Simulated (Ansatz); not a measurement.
**MgS (Niningerite) in Ansatz: the effect of functional**

Crystal: MgS (Niningerite).

```
S Mg
1.0
     0.00000    2.60165    2.60165
     2.60165    0.00000    2.60165
     2.60165    2.60165    0.00000
S Mg
1 1
Direct
  0.50000 0.50000 0.50000
  0.00000 0.00000 0.00000
```

Alike in all runs:

| Item | Value |
| --- | --- |
| Program | Ansatz 0.2.0 |
| Task | projected density of states |
| Potentials or basis | Ansatz PAW |
| k mesh | 5 × 5 × 5 |
| Occupations | fermi-dirac, width 0.05 eV |
| Spin | no spin polarisation |

```tsv
functional	cutoff	gap on the mesh (eV)	pressure (GPa)
LDA	420 eV (not typed: the program's choice for these potentials)	2.97	-3.2
PBEsol	420 eV (not typed: the program's choice for these potentials)	3.11	-0.8
RPBE	420 eV (not typed: the program's choice for these potentials)	3.35	3.4
revPBE	420 eV (not typed: the program's choice for these potentials)	3.32	3.0
BLYP	420 eV (not typed: the program's choice for these potentials)	3.25	3.8
r2SCAN	500 eV (not typed: the program's choice for these potentials)	3.87	0.1
HSE06	420 eV (not typed: the program's choice for these potentials)	?	?
PBE0	420 eV (not typed: the program's choice for these potentials)	4.97	-0.3
r2SCAN0	500 eV (not typed: the program's choice for these potentials)	5.40	-0.8
```

Q: What does the run with functional HSE06 give?

A: gap on the mesh 4.24 eV; pressure -0.3 GPa.

Caveats: odd divisions of the mesh miss points on the zone boundary, where band edges often lie, so the gap on the mesh can be too wide; the PAW data sets come from PBE, with cores solved anew for the run's functional, which leaves a small shift of forces and pressure; the density of states is complete only up to the lowest level of the last band computed; the thresholds are loose for stress (some runs).

A k mesh can miss the band edges.

Runs at the PBE level aren't shown here.
